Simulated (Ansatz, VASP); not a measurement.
## SiC: VASP beside Ansatz

File POSCAR:

```
SiC
1.0
    3.0917665516      0.0000000000      0.0000000000
   -1.5458832758      2.6775483763      0.0000000000
    0.0000000000      0.0000000000      5.0740210439
Si C
2 2
Direct
    0.3333333333      0.6666666667      0.0045635120
    0.6666666667      0.3333333333      0.5045635120
    0.3333333333      0.6666666667      0.3804364880
    0.6666666667      0.3333333333      0.8804364880
```

File INCAR.step1:

```
SYSTEM = SiC
ALGO     = Normal         ! electronic algorithm
EDIFF    = 1E-4           ! SCF threshold, eV
ENCUT    = 520            ! plane-wave cutoff, eV
GGA      = PE             ! functional
ISMEAR   = 0              ! smearing method
LASPH    = .TRUE.         ! aspherical terms in the spheres
LCHARG   = .FALSE.        ! write CHGCAR
LREAL    = .FALSE.        ! projectors in reciprocal space
LWAVE    = .TRUE.         ! write WAVECAR
NBANDS   = 16             ! bands
NELM     = 80             ! most SCF steps
PREC     = Accurate       ! precision mode
SIGMA    = 0.02           ! smearing width, eV
```

INCAR.step2

```
SYSTEM = SiC
ALGO     = Normal         ! electronic algorithm
EDIFF    = 1E-7           ! SCF threshold, eV
ENCUT    = 520            ! plane-wave cutoff, eV
ISIF     = 2              ! what is computed and relaxed
ISMEAR   = 0              ! smearing method
ISTART   = 1            
LASPH    = .TRUE.         ! aspherical terms in the spheres
LCHARG   = .FALSE.        ! write CHGCAR
LMIXTAU  = .TRUE.       
LREAL    = .FALSE.        ! projectors in reciprocal space
LWAVE    = .FALSE.        ! write WAVECAR
METAGGA  = R2SCAN         ! meta-GGA
NBANDS   = 16             ! bands
NELM     = 80             ! most SCF steps
PREC     = Accurate       ! precision mode
SIGMA    = 0.02           ! smearing width, eV
```

File KPOINTS:

```
k-points
0
G
  12 12 6
  0 0 0
```

Input for Ansatz:

```yaml
crystal:
  lattice:
    - [3.0917665516, 0.0, 0.0]
    - [-1.5458832758, 2.6775483763, 0.0]
    - [0.0, 0.0, 5.0740210439]
  atoms:
    - { symbol: Si, position: [0.3333333333, 0.6666666667, 0.004563512] }
    - { symbol: Si, position: [0.6666666667, 0.3333333333, 0.504563512] }
    - { symbol: C, position: [0.3333333333, 0.6666666667, 0.380436488] }
    - { symbol: C, position: [0.6666666667, 0.3333333333, 0.880436488] }
basis:
  ecutwfc: 500
kpoints:
  mp_grid: { grid: [12, 12, 6] }
  band_path:
    path:
      - [[0.0, 0.0, 0.0], [0.5, 0.0, 0.0], [0.33333333, 0.33333333, 0.0], [0.0, 0.0, 0.0], [0.0, 0.0, 0.5], [0.5, 0.0, 0.5], [0.33333333, 0.33333333, 0.5], [0.0, 0.0, 0.5]]
      - [[0.5, 0.0, 0.5], [0.5, 0.0, 0.0]]
      - [[0.33333333, 0.33333333, 0.5], [0.33333333, 0.33333333, 0.0]]
    npoints: 14
hamiltonian:
  xc: r2scan
scf:
  occupations: { method: gaussian, width: 0.02 }
  n_extra_bands: 10
output:
  forces: true
  stress: true
  eigenvalues: true
  populations: true
  dos: { projected: true, de: 0.02, nscf_kmesh: { grid: [18, 18, 9] } }
  bader: true
  write_density: true
  write_potential: true
  elf: true
  volumetric_format: npy
```

Alike in both runs: task single point; functional r2SCAN; k mesh 12 × 12 × 6; occupations gaussian, width 0.02 eV; no spin polarisation.

|  | VASP | Ansatz |
| --- | --- | --- |
| version | VASP 6.6.1 | Ansatz 0.2.0 |
| potentials or method | VASP PAW PBE potentials, release 64 (Si, C) | scalar-relativistic, plane waves, PAW |
| plane-wave cutoff (eV) | 520 | 500 |
| valence electrons in the cell | 16 | 16 |

```csv
,VASP,Ansatz,Ansatz less VASP
gap on the k mesh at the Fermi level (eV),2.68,2.68,-0.006
least direct gap on the mesh (eV),4.45,4.44,-0.008
pressure (GPa),-3.7,-3.5,+0.17
largest component of the traceless stress (GPa),0.14,0.13,-0.014
```

Caveats: the PAW data sets were made with another functional, which shifts forces and pressure a little (VASP). A k mesh can miss the band edges.
